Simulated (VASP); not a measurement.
# PbF2 (Fluorocronite) (Fm-3m) in VASP: notebook

One crystal, PbF2 (Fluorocronite), is run at these levels: r2SCAN; tasks: relaxation of cell and atoms.

All numbers are computed with VASP 6.6.1; they aren't measurements. Logs are shortened: lines on timing, memory, paths and dates and some standing lists are left out, and cuts for length are marked.

### Step 1. Starting point

Symmetry: Fm-3m, No. 225, cubic system. The conventional cell has a = 5.927 Å, b = 5.927 Å, c = 5.927 Å, α = 90.00°, β = 90.00°, γ = 90.00°. Pb (site symmetry m-3m) is surrounded by 8 F at 2.57 Å. F (site symmetry -43m) has 4 Pb at 2.57 Å as nearest neighbours.

### Step 2. Relaxation of cell and atoms, r2SCAN

The input, INCAR:

```
SYSTEM = PbF2
  PREC = Accurate
  ENCUT = 600
  EDIFF = 1E-6
  ISMEAR = 0
  SIGMA = 0.03
  LREAL = .FALSE.
  LASPH = .TRUE.
  NELM = 80
  ALGO = Normal
  ISIF = 3
  LWAVE = .FALSE.
  LCHARG = .FALSE.
  METAGGA = R2SCAN
  LMIXTAU = .TRUE.
  IBRION = 2
  NSW = 90
  EDIFFG = -0.01
```

The input, KPOINTS:

```
Automatic mesh
0
G
  8 8 8
  0 0 0
```

The input, POSCAR:

```
PbF2
1.0
    0.0000000000      2.9636600000      2.9636600000
    2.9636600000      0.0000000000      2.9636600000
    2.9636600000      2.9636600000      0.0000000000
Pb F
1 2
Direct
    0.0000000000      0.0000000000      0.0000000000
    0.2500000000      0.2500000000      0.2500000000
    0.7500000000      0.7500000000      0.7500000000
```

Potentials or basis: VASP PAW PBE potentials, release 64 (Pb_d, F).

Started as:

```sh
cat potpaw_PBE.64/Pb_d/POTCAR potpaw_PBE.64/F/POTCAR > POTCAR
mpirun -np 1 vasp_std > vasp.out
```

OUTCAR:

```text
SYSTEM = PbF2
   PREC = Accurate
   ENCUT = 600
   EDIFF = 1E-6
   ISMEAR = 0
   LREAL = .FALSE.
   LASPH = .TRUE.
   NELM = 80
   ISIF = 3
   METAGGA = R2SCAN
   IBRION = 2
   NSW = 90
   EDIFFG = -0.01

 ion  position               nearest neighbor table
   1  0.000  0.000  0.000-   3 2.57   3 2.57   3 2.57   2 2.57   2 2.57   2 2.57   3 2.57   2 2.57

   2  0.250  0.250  0.250-   1 2.57   1 2.57   1 2.57   1 2.57
   3  0.750  0.750  0.750-   1 2.57   1 2.57   1 2.57   1 2.57

  LATTYP: Found a face centered cubic cell.
 ALAT       =     5.9273200000

  Lattice vectors:

 A1 = (   0.0000000000,   2.9636600000,   2.9636600000)
 A2 = (   2.9636600000,   0.0000000000,   2.9636600000)
 A3 = (   2.9636600000,   2.9636600000,   0.0000000000)

Analysis of symmetry for initial positions (statically):
=====================================================================
 Subroutine PRICEL returns:
 Original cell was already a primitive cell.

 Routine SETGRP: Setting up the symmetry group for a
 face centered cubic supercell.

 Subroutine GETGRP returns: Found 48 space group operations
 (whereof 48 operations were pure point group operations)
 out of a pool of 48 trial point group operations.

The static configuration has the point symmetry O_h .

Analysis of symmetry for dynamics (positions and initial velocities):
=====================================================================
 Subroutine PRICEL returns:
 Original cell was already a primitive cell.

 Routine SETGRP: Setting up the symmetry group for a
 face centered cubic supercell.

 Subroutine GETGRP returns: Found 48 space group operations
 (whereof 48 operations were pure point group operations)
 out of a pool of 48 trial point group operations.

The dynamic configuration has the point symmetry O_h .

 Subroutine INISYM returns: Found 48 space group operations
 (whereof 48 operations are pure point group operations),
 and found     1 'primitive' translations

----------------------------------------------------------------------------------------

                                     Primitive cell

  volume of cell :      52.0613

  direct lattice vectors                    reciprocal lattice vectors
     0.000000000  2.963660000  2.963660000    -0.168710311  0.168710311  0.168710311
     2.963660000  0.000000000  2.963660000     0.168710311 -0.168710311  0.168710311
     2.963660000  2.963660000  0.000000000     0.168710311  0.168710311 -0.168710311

  length of vectors
     4.191248166  4.191248166  4.191248166     0.292214830  0.292214830  0.292214830

  position of ions in fractional coordinates (direct lattice)
     0.000000000  0.000000000  0.000000000
     0.250000000  0.250000000  0.250000000
     0.750000000  0.750000000  0.750000000

  ion indices of the primitive-cell ions
   primitive index   ion index
                 1           1
                 2           2
                 3           3

----------------------------------------------------------------------------------------

 KPOINTS: Automatic mesh

Automatic generation of k-mesh.
 Grid dimensions read from file:
 generate k-points for:    8    8    8

 Generating k-lattice:

  Cartesian coordinates                     Fractional coordinates (reciprocal lattice)
[... 59 lines left out ...]
   NELM   =     80;   NELMIN=  2; NELMDL= -5     # of ELM steps
   EDIFF  = 0.1E-05   stopping-criterion for ELM
   LREAL  =      F    real-space projection
   EDIFFG = -.1E-01   stopping-criterion for IOM
   NSW    =     90    number of steps for IOM
   IBRION =      2    ionic relax: 0-MD 1-quasi-New 2-CG
   NFREE  =      1    steps in history (QN), initial steepest desc. (CG)
   ISIF   =      3    stress and relaxation
   ISYM   =      2    0-nonsym 1-usesym 2-fastsym
   POTIM  = 0.5000    time-step for ionic-motion
   TEBEG  =    0.0;   TEEND  =   0.0 temperature during run
   PSTRESS=    0.0 pullay stress
   NELECT =      28.0000    total number of electrons
   NUPDOWN=      -1.0000    fix difference up-down
   EMIN   =  10.00;   EMAX   =-10.00  energy-range for DOS
   EFERMI =   0.00;   METHOD = LEGACY
   ISMEAR =     0;   SIGMA  =   0.03  broadening in eV -4-tet -1-fermi 0-gaus
   EFERMI_NEDOS =   21; number of points for ismear=-14 and -15
   IALGO  =     38    algorithm
   IMIX   =      4    mixing-type and parameters
     AMIX     =   0.40;   BMIX     =  1.00
     AMIX_MAG =   1.60;   BMIX_MAG =  1.00
  volume/ion in A,a.u.               =      17.35       117.11
  Fermi-wavevector in a.u.,A,eV,Ry     =   1.331340  2.515869 24.115883  1.772467
  Thomas-Fermi vector in A             =   2.460359
   LORBIT       =      0    0 simple, 1 ext, 2 COOP (PROOUT), +10 PAW based schemes
   METAGGA = R2SCAN    functional components
   LHFCALC =     F    Hartree Fock is set to
   AEXX    =    0.0000 exact exchange contribution
   IVDW    =     0    specifies the selected vdW correction
   LEPSILON=     F    determine dielectric tensor
   LRPA    =     F    only Hartree local field effects (RPA)
 conjugate gradient relaxation of ions
 non-spin polarized calculation
 Gauss-broadening in eV      SIGMA  =   0.03
  energy-cutoff  :      600.00
  volume of cell :       52.06
 maximum number of plane-waves:      1807
 NGX is ok and might be reduce to    36
   NGX = 17   NGY = 17   NGZ = 17

--------------------------------------- Ionic step        1  -------------------------------------------

 number of electron      28.0000008 magnetization

 Free energy of the ion-electron system (eV)
  ---------------------------------------------------
  ext. energy  EPLUGINS =         0.00000000
  ---------------------------------------------------
  free energy    TOTEN  =       -70.16675691 eV

  energy without entropy =      -70.16675691  energy(sigma->0) =      -70.16675691

------------------------ aborting loop because EDIFF is reached ----------------------------------------

  FORCE on cell =-STRESS in cart. coord.  units (eV):
  Direction    XX          YY          ZZ          XY          YZ          ZX
  --------------------------------------------------------------------------------------
  -------------------------------------------------------------------------------------
  Total       -0.1171786     -0.1171786     -0.1171786      0.0000000      0.0000000      0.0000000
  in kB       -3.6061495     -3.6061495     -3.6061495      0.0000000      0.0000000      0.0000000
  external PRESSURE =      -3.6061495 kB  Pullay stress =       0.0000000 kB

 VOLUME and BASIS-vectors are now :
 -----------------------------------------------------------------------------
  energy-cutoff  :      600.00
  volume of cell :       52.06
      direct lattice vectors                 reciprocal lattice vectors
     0.000000000  2.963660000  2.963660000    -0.168710311  0.168710311  0.168710311
     2.963660000  0.000000000  2.963660000     0.168710311 -0.168710311  0.168710311
     2.963660000  2.963660000  0.000000000     0.168710311  0.168710311 -0.168710311

 POSITION                                       TOTAL-FORCE (eV/Angst)
 -----------------------------------------------------------------------------------
      0.00000      0.00000      0.00000         0.000000     -0.000000     -0.000000
      1.48183      1.48183      1.48183        -0.000000     -0.000000     -0.000000
      4.44549      4.44549      4.44549         0.000000      0.000000      0.000000
 -----------------------------------------------------------------------------------
    total drift:                                0.000000      0.000000      0.000000

  FREE ENERGIE OF THE ION-ELECTRON SYSTEM (eV)
  ---------------------------------------------------
  free  energy   TOTEN  =       -70.1667569110 eV

  energy  without entropy=      -70.1667569110  energy(sigma->0) =      -70.16675691

--------------------------------------- Ionic step        2  -------------------------------------------

 number of electron      28.0000009 magnetization

 Free energy of the ion-electron system (eV)
  ---------------------------------------------------
  ext. energy  EPLUGINS =         0.00000000
  ---------------------------------------------------
  free energy    TOTEN  =       -70.16704536 eV

  energy without entropy =      -70.16704536  energy(sigma->0) =      -70.16704536

 E-fermi :   1.7421     XC(G=0): -10.0402

 val. band max:        1.5792601132   @ k =  -0.2500   0.5000   0.2500
 cond. band min:       6.5111924521   @ k =   0.5000   0.5000   0.0000
 fundamental gap:      4.9319323388
 Fermi energy:         1.7420959810

 k-point     1 :       0.0000    0.0000    0.0000
  band No.  band energies     occupation
      1     -20.8561      2.00000
      2     -20.2586      2.00000
      3     -13.2942      2.00000
      4     -13.2942      2.00000
      5     -13.2942      2.00000
      6     -13.2416      2.00000
[... 481 lines left out ...]
      5     -13.2147      2.00000
      6     -13.1842      2.00000
[... 10 lines left out ...]
     17       9.8804      0.00000
     18      12.7989      0.00000

 [... further k-points ...]

------------------------ aborting loop because EDIFF is reached ----------------------------------------

  FORCE on cell =-STRESS in cart. coord.  units (eV):
  Direction    XX          YY          ZZ          XY          YZ          ZX
  --------------------------------------------------------------------------------------
  -------------------------------------------------------------------------------------
  Total        0.0203245      0.0203245      0.0203245      0.0000000      0.0000000      0.0000000
  in kB        0.6290312      0.6290312      0.6290312      0.0000000      0.0000000      0.0000000
  external PRESSURE =       0.6290312 kB  Pullay stress =       0.0000000 kB

 VOLUME and BASIS-vectors are now :
 -----------------------------------------------------------------------------
  energy-cutoff  :      600.00
  volume of cell :       51.77
      direct lattice vectors                 reciprocal lattice vectors
     0.000000000  2.958075470  2.958075470    -0.169028818  0.169028818  0.169028818
     2.958075470  0.000000000  2.958075470     0.169028818 -0.169028818  0.169028818
     2.958075470  2.958075470  0.000000000     0.169028818  0.169028818 -0.169028818

 POSITION                                       TOTAL-FORCE (eV/Angst)
 -----------------------------------------------------------------------------------
      0.00000      2.95808      2.95808         0.000000      0.000000      0.000000
      1.47904      1.47904      1.47904         0.000000     -0.000000     -0.000000
      4.43711      4.43711      4.43711        -0.000000      0.000000      0.000000
 -----------------------------------------------------------------------------------
    total drift:                               -0.000000     -0.000000      0.000000

  FREE ENERGIE OF THE ION-ELECTRON SYSTEM (eV)
  ---------------------------------------------------
  free  energy   TOTEN  =       -70.1670453553 eV

  energy  without entropy=      -70.1670453553  energy(sigma->0) =      -70.16704536

 reached required accuracy - stopping structural energy minimisation
```

It took 3.7 min on 1 thread of AMD EPYC 9R45 (Zen 5), shared host; peak memory 0.2 GiB.

What came out:

- Free energy: -70.1670 eV
- Relaxed volume: 17.26 Å³/atom
- Relaxed cell: a = 4.183 Å, b = 4.183 Å, c = 4.183 Å, α = 60.00°, β = 60.00°, γ = 60.00°
- Space group after relaxing (to 0.05 Å): Fm-3m (No. 225)
- Energy gained by relaxing: 0.1 meV/atom
- Ionic steps: 2
- Pressure after relaxing: 0.1 GPa
- Band gap on the k mesh: 4.93 eV, indirect (least direct gap 5.08 eV)

The path:
| step | energy change (eV) | largest force (eV/Å) | pressure (GPa) | volume (Å³) |
| --- | --- | --- | --- | --- |
| 1 | 0.0000 | 0.0000 | -0.36 | 52.06 |
| 2 | -0.0003 | 0.0000 | 0.06 | 51.77 |

Final structure:
```
CELL_PARAMETERS angstrom
0.00000 2.95808 2.95808
2.95808 0.00000 2.95808
2.95808 2.95808 0.00000
ATOMIC_POSITIONS crystal
Pb 0.00000 0.00000 0.00000
F 0.25000 0.25000 0.25000
F 0.75000 0.75000 0.75000
```

Caveat: the PAW data sets were made with another functional, which shifts forces and pressure a little; spin-orbit coupling is left out, which as a rule narrows the gap of such compounds by several tenths of an eV. A k mesh can miss the band edges.

### Step 3. Relaxation of cell and atoms, r2SCAN

This run uses another cell than the first one, of 17.26 Å³/atom, 0.994 times its volume.

INCAR: that of step 2 with these lines changed.

```diff
@@ -3,3 +3,3 @@
   ENCUT = 600
-  EDIFF = 1E-6
+  EDIFF = 1E-7
   ISMEAR = 0
@@ -17,2 +17,2 @@
   NSW = 90
-  EDIFFG = -0.01
+  EDIFFG = -0.005
```

KPOINTS is that of step 2.

The input, POSCAR:

```
PbF2                                    
1.0
    0.0000000000      2.9580754704      2.9580754704
    2.9580754704      0.0000000000      2.9580754704
    2.9580754704      2.9580754704      0.0000000000
  Pb              F             
     1     2
Direct
     1.0000000000000000    0.0000000000000000    0.0000000000000000
     0.2500000000000000    0.2500000000000000    0.2500000000000000
     0.7500000000000000    0.7500000000000000    0.7500000000000000
```

Potentials or basis: VASP PAW PBE potentials, release 64 (Pb_d, F).

Started as:

```sh
cat potpaw_PBE.64/Pb_d/POTCAR potpaw_PBE.64/F/POTCAR > POTCAR
mpirun -np 1 vasp_std > vasp.out
```

Wall time 3.7 min (1 thread of AMD EPYC 9R45 (Zen 5), shared host); peak memory 0.21 GiB.

It converged, with:

| Quantity | Value |
| --- | --- |
| Free energy | -70.1665 eV |
| Relaxed volume | 17.28 Å³/atom |
| Relaxed cell | a = 4.185 Å, b = 4.185 Å, c = 4.185 Å, α = 60.00°, β = 60.00°, γ = 60.00° |
| Space group after relaxing (to 0.05 Å) | Fm-3m (No. 225) |
| Energy gained by relaxing | 0.0 meV/atom |
| Ionic steps | 2 |
| Pressure after relaxing | 0.0 GPa |
| Band gap on the k mesh | 4.93 eV, indirect (least direct gap 5.08 eV) |

Final structure:
```xyz
3
Lattice="0.0000 2.9593 2.9593 2.9593 0.0000 2.9593 2.9593 2.9593 0.0000" Properties=species:S:1:pos:R:3 pbc="T T T"
Pb    5.9185    5.9185    5.9185
F     1.4796    1.4796    1.4796
F     4.4389    4.4389    4.4389
```

Levels at points of the mesh, in eV from the valence-band top:
| k point | band 10 | band 11 | band 12 | band 13 | band 14 | band 15 | band 16 | band 17 | band 18 |
| --- | --- | --- | --- | --- | --- | --- | --- | --- | --- |
| (0.00, 0.00, 0.00) | -2.68 | -2.68 | -2.17 | -2.17 | -2.17 | 7.31 | 7.31 | 7.31 | 10.70 |
| (0.50, 0.00, 0.00) | -2.86 | -2.86 | -2.35 | -2.35 | -0.06 | 5.38 | 8.25 | 8.25 | 13.46 |
| (0.50, 0.50, 0.00) | -3.74 | -1.75 | -1.75 | -1.75 | -0.14 | 4.93 | 8.47 | 8.47 | 9.07 |

Caveat: the PAW data sets were made with another functional, which shifts forces and pressure a little; spin-orbit coupling is left out, which as a rule narrows the gap of such compounds by several tenths of an eV.
